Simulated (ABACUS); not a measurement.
Runs of ABACUS 3.10.1 on SnSe. The structure is orthorhombic, space group Pnma (No. 62). Conventional cell: a = 11.420 Å, b = 4.190 Å, c = 4.460 Å, α = 90.00°, β = 90.00°, γ = 90.00°. Sn (site symmetry m) has 3 Se at 2.69 to 2.83 Å as nearest neighbours. Around Se (site symmetry m) lie 3 Sn at 2.69 to 2.83 Å. 

| level | pressure (GPa) | relaxed volume (Å³/atom) | largest force (eV/Å) |
| --- | --- | --- | --- |
| PBE | 0.0 | (b) | 0.01 |
| AM05 | 0.0 | 26.65 | 0.01 |
| PBEsol | 0.0 | 26.34 | - |
| revPBE | 0.0 | (a) | 0.01 |
| LDA | 0.0 | 25.52 | 0.01 |

Alike in all rows: task relaxation of cell and atoms; potentials or basis PseudoDojo NC SR 0.4.1 PBE standard, DZP LCAO (the cutoffs set its grid); no spin polarisation; cell relaxed; k mesh 2 × 4 × 4; cutoff (eV) 1361; smearing fermi-dirac 0.05 eV; the mesh is coarse, so values aren't converged.

Q: Fill in the values left out.

A: (a) 29.85; (b) 28.49.

Caveats: all runs use coarse meshes; the atomic orbitals were generated for these runs and aren't a published set; the basis of atomic orbitals isn't converged, which shifts pressures, moduli and gaps; the potentials were made for another functional, which shifts forces and pressure (some runs); this functional lacks dispersion, which binds the layers, so the pressure and a relaxed spacing across them are unreliable (some runs); the volume moved by +12 % from the deposited cell, more than functionals usually miss (some runs).
